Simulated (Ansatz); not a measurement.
The system is Sb.

```xyz
1
Lattice="-1.5765 1.5765 2.7119 1.5765 -1.5765 2.7119 1.5765 1.5765 -2.7119" Properties=species:S:1:pos:R:3 pbc="T T T"
Sb    0.0000    0.0000    0.0000
```

This isn't the form of Sb at room conditions, which is rhombohedral.

```yaml
Program: Ansatz 0.2.0
Task: relaxation of cell and atoms
Functional: HSEsol
Potentials_or_basis: Ansatz PAW
Cutoff: "420 eV (not typed: the program's choice for these potentials)"
k_mesh: 6 × 6 × 6
Occupations: fermi-dirac, width 0.05 eV
Spin: no spin polarisation
```

At the start: volume 26.96 Å³/atom.

Q: How do energy, volume and symmetry change on relaxing?

A: It ends after 5 steps and the volume is 25.94 Å³/atom (-3.8 %); space group I4/mmm (No. 139, to 0.05 Å).

Step by step:
| step | energy change (eV) | largest force (eV/Å) | volume (Å³) |
| --- | --- | --- | --- |
| 1 | 0.0000 | 0.0000 | 26.96 |
| 2 | -0.0114 | 0.0000 | 25.56 |
| 3 | -0.0126 | 0.0000 | 25.99 |
| 4 | -0.0127 | 0.0000 | 25.94 |
| 5 | -0.0124 | 0.0000 | 25.94 |

Final structure:
```
Sb
1.0
    -1.57045    1.57045    2.62955
     1.57045   -1.57045    2.62955
     1.57045    1.57045   -2.62955
Sb
1
Direct
  0.00000 0.00000 0.00000
```

Caveat: the k mesh is coarse (spacing up to 0.47 Å⁻¹), so the values aren't converged, least of all with exact exchange; the plane-wave basis is chosen anew once the cell has moved, so the energies of steps on either side of that aren't comparable; the PAW data sets come from PBE, with cores solved anew for the run's functional, which leaves a small shift of forces and pressure.
